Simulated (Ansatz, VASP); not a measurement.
Si: VASP beside Ansatz

```
Si
1.0
     2.62054    0.00000    0.00000
    -1.31027    2.26946    0.00000
     0.00000    0.00000    2.46635
Si
1
Direct
  0.00000 0.00000 0.00000
```

This isn't the form of Si at room conditions, which is diamond.

Alike in both runs: task single point; functional PBE; k mesh 12 × 12 × 11; occupations gaussian, width 0.012 eV; no spin polarisation.

```csv
,VASP,Ansatz
version,VASP 6.6.1,Ansatz 0.2.0
potentials or method,"VASP PAW PBE potentials, release 64 (Si)",Ansatz PAW
plane-wave cutoff (eV),520,420
valence electrons in the cell,4,4
```

VASP gave:

```
gap on the k mesh at the Fermi level (eV)       : none
pressure (GPa)                                  : 3.0
largest component of the traceless stress (GPa) : 3.47
```

**Question.** Which values does Ansatz return?

**Answer.** gap on the k mesh at the Fermi level (eV): none; pressure (GPa): 3.1; largest component of the traceless stress (GPa): 3.51.

A gap of «none» marks a metal or a gap that the smearing closes.
